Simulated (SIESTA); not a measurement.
## SiRu in SIESTA: the effect of functional

Crystal: SiRu.

```
CELL_PARAMETERS angstrom
4.70860 0.00000 0.00000
0.00000 4.70860 0.00000
0.00000 0.00000 4.70860
ATOMIC_POSITIONS crystal
Ru 0.12941 0.12941 0.12941
Ru 0.37059 0.87059 0.62941
Ru 0.62941 0.37059 0.87059
Ru 0.87059 0.62941 0.37059
Si 0.83758 0.83758 0.83758
Si 0.66242 0.16242 0.33758
Si 0.33758 0.66242 0.16242
Si 0.16242 0.33758 0.66242
```

The cell comes from a database or a generator and needn't be the stable form of this composition.

Alike in all runs:

| Item | Value |
| --- | --- |
| Program | SIESTA 5.4.2 |
| Task | band structure |
| Basis | DZP (energy shift 0.003 Ry; two zetas on semicore shells) |
| Grid cutoff | 800 Ry |
| Energy shift | 0.003 Ry |
| k mesh | 6 × 6 × 6 |
| Occupations | fermi-dirac, width 0.05 eV |
| Spin | no spin polarisation |

| functional | potentials or basis | gap on the mesh (eV) | pressure (GPa) | largest force (eV/Å) |
| --- | --- | --- | --- | --- |
| PBE | PseudoDojo 0.4 standard (PBE files) | 0.26 | 7.4 | 0.28 |
| LDA | PseudoDojo 0.4 standard (LDA files) | ? | ? | ? |
| PBEsol | PseudoDojo 0.4 standard (PBEsol files) | 0.26 | 0.7 | 0.23 |

Problem. What does the run with functional LDA give?

Solution. gap on the mesh 0.25 eV; pressure -3.9 GPa; largest force 0.07 eV/Å.

Caveats: the basis of atomic orbitals isn't converged, which shifts pressures, moduli and gaps.

A k mesh can miss the band edges.
